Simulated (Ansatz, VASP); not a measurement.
**One calculation of BeS, two programs**

The input INCAR:

```
  ALGO = Normal
  EDIFF = 1E-6
  EDIFFG = -0.02
  ENCUT = 600
  GGA = PE
  IBRION = 2
  ISIF = 3
  ISMEAR = -1
  LASPH = T
  LCHARG = F
  LREAL = F
  LWAVE = F
  NELM = 100
  NSW = 40
  PREC = Accurate
  SIGMA = 0.05
```

KPOINTS

```
k-points
0
Gamma
  9 9 9
```

File POSCAR:

```
BeS
1.0
    0.0000000000      2.4250000000      2.4250000000
    2.4250000000      0.0000000000      2.4250000000
    2.4250000000      2.4250000000      0.0000000000
S Be
1 1
Direct
    0.7500000000      0.7500000000      0.7500000000
    0.0000000000      0.0000000000      0.0000000000
```

input.yaml

```yaml
crystal:
  lattice:
    - [0.0, 2.425, 2.425]
    - [2.425, 0.0, 2.425]
    - [2.425, 2.425, 0.0]
  atoms:
    - { symbol: S, position: [0.75, 0.75, 0.75] }
    - { symbol: Be, position: [0.0, 0.0, 0.0] }
hamiltonian:
  xc: pbe
  pseudopotentials: { kind: paw }
kpoints:
  mp_grid: { grid: [9, 9, 9] }
scf:
  occupations: { method: fermi_dirac, width: 0.05 }
output:
  forces: true
  stress: true
  eigenvalues: true
relax:
  f_tol: 0.01
  max_steps: 40
  cell: { stress_tol: 0.05 }
```

Alike in both runs: task relaxation of cell and atoms; functional PBE; k mesh 9 × 9 × 9; occupations fermi-dirac, width 0.05 eV; no spin polarisation.

|  | VASP | Ansatz |
| --- | --- | --- |
| version | VASP 6.6.1 | Ansatz 0.2.0 |
| potentials or method | VASP PAW PBE potentials, release 64 (S, Be) | Ansatz PAW |
| plane-wave cutoff (eV) | 600 | 420 |
| valence electrons in the cell | 8 | 8 |

Ansatz gave:

| Property | Result |
| --- | --- |
| gap on the k mesh at the Fermi level, each at its own relaxed structure (eV) | 3.24 |
| relaxed volume (Å³/atom) | 14.49 |
| relaxed cell length with the largest relative difference (Å) | 3.448 |
| energy change over the relaxation (meV/atom) | -1 |

Q: Estimate VASP's values.

A: gap on the k mesh at the Fermi level, each at its own relaxed structure (eV): 3.24; relaxed volume (Å³/atom): 14.50; relaxed cell length with the largest relative difference (Å): 3.448; energy change over the relaxation (meV/atom): -1.

Caveats: an odd mesh through Γ misses points on the zone boundary, where band edges often lie (VASP); odd divisions of the mesh miss points on the zone boundary, where band edges often lie, so the gap on the mesh can be too wide (Ansatz); the plane-wave basis is chosen anew once the cell has moved, so the energies of steps on either side of that aren't comparable (Ansatz). PBE usually gives volumes a little too large and moduli too small. Zero-point motion and thermal expansion aren't in these numbers.
